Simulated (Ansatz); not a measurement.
Sb$_{2}$Te$_{3}$ (Bi2Te3 type, space group R-3m)

```xyz
5
Lattice="2.1382 1.2345 9.9419 -2.1382 1.2345 9.9419 0.0000 -2.4690 9.9419" Properties=species:S:1:pos:R:3 pbc="T T T"
Sb     0.0000     0.0000    11.9023
Sb     0.0000     0.0000    17.9235
Te     0.0000     0.0000     0.0000
Te     0.0000     0.0000     6.2681
Te     0.0000     0.0000    23.5577
```

Grid over V/V₀ and (c/a)/(c/a)₀, subscript 0 meaning the relaxed cell; the conventional c axis lies along z; no internal relaxation.

Level of theory: PBE-D3(BJ) (plane waves to 420 eV, PAW, scalar-relativistic; Ansatz, a program for electronic structure). k mesh 9×9×9 (Γ-centred), Fermi-Dirac smearing 0.05 eV. Energies are smeared free energies. As the atoms are clamped, bonds stretch with the cell, which overstates energies and stresses. As the smearing reaches across the gap at some points, the response to shear is sensitive to the k mesh, so small differences along c/a are uncertain. Sb2Te3 was relaxed with its symmetry unable to fall. Spin-orbit coupling is left out, though Sb and Te are heavy. The PAW data are Ansatz's earlier set. ΔE is measured from the relaxed starting cell.

**Question.** Give the computed ΔE (meV/atom) at all points of the grid V/V₀ = 0.920, 0.960, 1.000, 1.040, 1.080 by (c/a)/(c/a)₀ = 0.960, 0.980, 1.000, 1.020, 1.040.

**Answer.** ΔE (meV/atom), with V/V₀ across and (c/a)/(c/a)₀ down:

| (c/a)/(c/a)₀ \ V/V₀ | 0.920 | 0.960 | 1.000 | 1.040 | 1.080 |
|---|---|---|---|---|---|
| 0.960 | 46 | 14 | 4 | 11 | 32 |
| 0.980 | 42 | 11 | 1 | 9 | 30 |
| 1.000 | 40 | 9 | 0 | 8 | 30 |
| 1.020 | 40 | 10 | 1 | 9 | 32 |
| 1.040 | 41 | 12 | 4 | 13 | 36 |

(A scan under strain: stresses follow from slopes of the energy per volume, elastic moduli from its curvatures.)
